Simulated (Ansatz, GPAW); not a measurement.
This is a calculation of BN for Ansatz 0.2.0. The cell is a database's computed one, not the measured one.

The input input.yaml:

```yaml
crystal:
  lattice:
    - [0.0, 1.813001, 1.813001]
    - [1.813001, 0.0, 1.813001]
    - [1.813001, 1.813001, 0.0]
  atoms:
    - { symbol: "N", position: [0.25, 0.25, 0.25] }
    - { symbol: B, position: [0.0, 0.0, 0.0] }
hamiltonian:
  xc: pbe
  pseudopotentials: { kind: paw }
kpoints:
  mp_grid: { grid: [13, 13, 13] }
scf:
  occupations: { method: gaussian, width: 0.017 }
output:
  forces: true
  stress: true
  eigenvalues: true
```

Potentials or basis: Ansatz PAW.

The run is started by

```sh
$ ansatz run input.yaml --threads 2 --pin off --max-ram 5632MiB --backend cpu --events-out ev --progress --plain --runs-dir out
```

Problem. Translate it to GPAW 26.7.0 (ASE script). Potentials or basis there: GPAW PAW data sets (gpaw-data 1.2.1), cutoff 800 eV.

Solution. As run (cutoffs and basis follow the program's own potentials, and thresholds, step limits or extra output files can differ):

run.py

```python
from ase.dft.bandgap import bandgap
from ase.io import read, write
from ase.units import Bohr, GPa
from gpaw import GPAW, PW
from gpaw.elf import elf_from_dft_calculation

atoms = read('BN.xyz')

calc = GPAW(mode=PW(800),
            xc='PBE',
            kpts={'size': (13, 13, 13), 'gamma': True},
            occupations={'name': 'methfessel-paxton', 'order': 0, 'width': 0.017},
            nbands=11,
            convergence={'density': 1e-05, 'energy': 1e-05},
            maxiter=150,
            txt='gpaw.txt')
atoms.calc = calc
energy = atoms.get_potential_energy()
forces = atoms.get_forces()
stress = atoms.get_stress()
calc.write('gs.gpw')
write('result.traj', atoms)
print(f'Energy: {energy:.6f} eV')
print('Forces (eV/A):')
print(forces.round(4))
print('Stress (GPa):', (stress / GPa).round(3))
print('Fermi level:', round(calc.get_fermi_level(), 4), 'eV')
print(f'Gap: {bandgap(calc)[0]:.4f} eV, direct: {bandgap(calc, direct=True)[0]:.4f} eV')

# fields on the real-space grid
write('density.cube', atoms, data=calc.get_pseudo_density() * Bohr**3)
write('potential.cube', atoms, data=calc.get_electrostatic_potential())
write('elf.cube', atoms, data=elf_from_dft_calculation(calc).data)
```

The input BN.xyz:

```xyz
2
Lattice="0.0000000000 1.8130010000 1.8130010000 1.8130010000 0.0000000000 1.8130010000 1.8130010000 1.8130010000 0.0000000000" Properties=species:S:1:pos:R:3 pbc="T T T"
N      0.9065005000      0.9065005000      0.9065005000
B      0.0000000000      0.0000000000      0.0000000000
```

Potentials or basis: GPAW PAW data sets (gpaw-data 1.2.1), pw.

Command:

```sh
$ OMP_NUM_THREADS=1 python run.py
```

Both were run:

|  | Ansatz | GPAW |
| --- | --- | --- |
| Pressure | -0.4 GPa | -1.6 GPa |

Ansatz's pressure holds a Pulay term of +1.05 GPa for its cutoff of 420 eV, which the other run lacks.

Where Ansatz's input types no cutoff or centring, it takes its own default and a Γ-centred mesh.

Pressure is positive in compression.
